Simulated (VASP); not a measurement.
# AlN in VASP 6.6.1, single-point calculation

INCAR

```
ISIF = 2
ALGO = Conjugate
LWAVE = .FALSE.
NBANDS = 11
PREC = Accurate
SIGMA = 0.02
ENCUT = 520
LCHARG = .FALSE.
IVDW = 12
ISMEAR = -1
LREAL = .FALSE.
LASPH = .TRUE.
IBRION = -1
GGA = PE
NSW = 0
NELM = 68
EDIFF = 1E-7
```

KPOINTS

```
KPOINTS created by Atomic Simulation Environment
0
Gamma
10 10 10
0 0 0
```

POSCAR

```
Al N
 1.0000000000000000
     0.0000000000000000    2.0188684521432165    2.0188684521432165
     2.0188684521432165    0.0000000000000000    2.0188684521432165
     2.0188684521432165    2.0188684521432165   -0.0000000000000000
 Al  N
   1   1
Cartesian
  0.0000000000000000 -0.0000000000000000 -0.0000000000000000
  2.0188684521432161  2.0188684521432161  2.0188684521432161
```

The recommended PBE PAW datasets give the neutral cell 8 valence electrons.

Command

```
mpirun -np 1 vasp_std
```

Q: Predict the outcome of this run.

A: It converged. Results: gap between bands v and c on the k mesh 4.65 eV; least direct gap on the k mesh 5.74 eV; pressure -0.8 GPa. Band v is the last that the valence electrons fill when counted band by band, and c is the next.

OSZICAR

```
N       E                     dE             d eps       ncg     rms           ort
DAV:   1     0.118865992003E+02    0.11887E+02   -0.48095E+03   517   0.731E+02
DAV:   2    -0.155015151552E+02   -0.27388E+02   -0.26241E+02   517   0.143E+02
DAV:   3    -0.162835792913E+02   -0.78206E+00   -0.78056E+00   517   0.223E+01
DAV:   4    -0.162866292850E+02   -0.30500E-02   -0.30498E-02   517   0.149E+00
DAV:   5    -0.162866545545E+02   -0.25269E-04   -0.25269E-04   517   0.133E-01
SDA:   6    -0.119063518410E+02    0.43803E+01   -0.25269E-04   517   0.833E+01   0.000E+00
CGA:   7    -0.144078939373E+02   -0.25015E+01   -0.24888E+01   517   0.217E+00   0.126E+00
CGA:   8    -0.145321114291E+02   -0.12422E+00   -0.12430E+00   517   0.123E-01  -0.676E-03
CGA:   9    -0.145380054922E+02   -0.58941E-02   -0.58966E-02   517   0.933E-03  -0.106E-04
CGA:  10    -0.145383517784E+02   -0.34629E-03   -0.34652E-03   517   0.645E-04  -0.229E-05
CGA:  11    -0.145383856237E+02   -0.33845E-04   -0.33576E-04   517   0.419E-05   0.111E-05
CGA:  12    -0.145383880108E+02   -0.23872E-05   -0.23345E-05   517   0.420E-06   0.215E-06
SDA:  13    -0.145383882270E+02   -0.21617E-06   -0.24315E-06   517   0.115E-06  -0.121E-06
CGA:  14    -0.145383882550E+02   -0.27976E-07   -0.29926E-07   517   0.844E-08   0.218E-07
   1 F= -.15220748E+02 E0= -.15220748E+02  d E =-.690499E-11
```

For comparison, a separate PBE run of the intended cell, on usual settings and not on those above, gives a gap of 4.65 eV on its mesh and a pressure of 6.1 GPa.
